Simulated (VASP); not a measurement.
A run of VASP 6.6.1 is set up as follows.

File INCAR:

```
SYSTEM = Ta
PREC = Accurate
ENCUT = 600
EDIFF = 1E-6
ISMEAR = 1
SIGMA = 0.1
LREAL = .False.
LASPH = .True.
NELM = 80
ALGO = Fast
ISIF = 3
LWAVE = .False.
LCHARG = .False.
IBRION = 2
NSW = 40
EDIFFG = -0.02
```

The input KPOINTS:

```
regular mesh
0
Gamma
  11 11 11
  0 0 0
```

File POSCAR:

```
Ta
1.0
   -1.7138403400      1.6638007000      1.6059510000
    1.6932035700     -1.6823021200      1.6038156500
    1.6862236500      1.6546854300     -1.6244524300
Ta
1
Direct
    0.0000000000      0.0000000000      0.0000000000
```

Potentials or basis: VASP PAW LDA potentials, release 64 (Ta_pv).

The run is started by

```sh
$ cat potpaw_LDA.64/Ta_pv/POTCAR > POTCAR
$ mpirun -np 1 vasp_std > vasp.out
```

Q: Estimate the space group after relaxing (to 0.05 Å).

A: Im-3m (No. 229).

Q: What does it give for the relaxed volume?

A: 17.29 Å³/atom.

Q: What does it give for the band gap on the k mesh?

A: None (metal or under the smearing width).

The path:
| step | energy change (eV) | largest force (eV/Å) | pressure (GPa) | volume (Å³) |
| --- | --- | --- | --- | --- |
| 1 | 0.0000 | 0.0000 | -8.21 | 18.00 |
| 2 | 0.0924 | 0.0000 | 26.66 | 15.69 |
| 3 | -0.0229 | 0.0000 | 0.45 | 17.25 |
| 4 | -0.0229 | 0.0000 | 0.83 | 17.22 |
| 5 | -0.0305 | 0.0000 | 0.69 | 17.23 |
| 6 | -0.0301 | 0.0000 | 0.66 | 17.24 |
| 7 | -0.0315 | 0.0000 | 0.71 | 17.24 |
| 8 | -0.0314 | 0.0000 | -1.65 | 17.42 |
| 9 | -0.0320 | 0.0000 | -0.44 | 17.32 |
| 10 | -0.0321 | 0.0000 | 0.44 | 17.26 |
| 11 | -0.0322 | 0.0000 | -0.03 | 17.29 |

The run has no spin-orbit coupling, so splittings on Ta are missing. LDA usually gives volumes a few per cent too small.
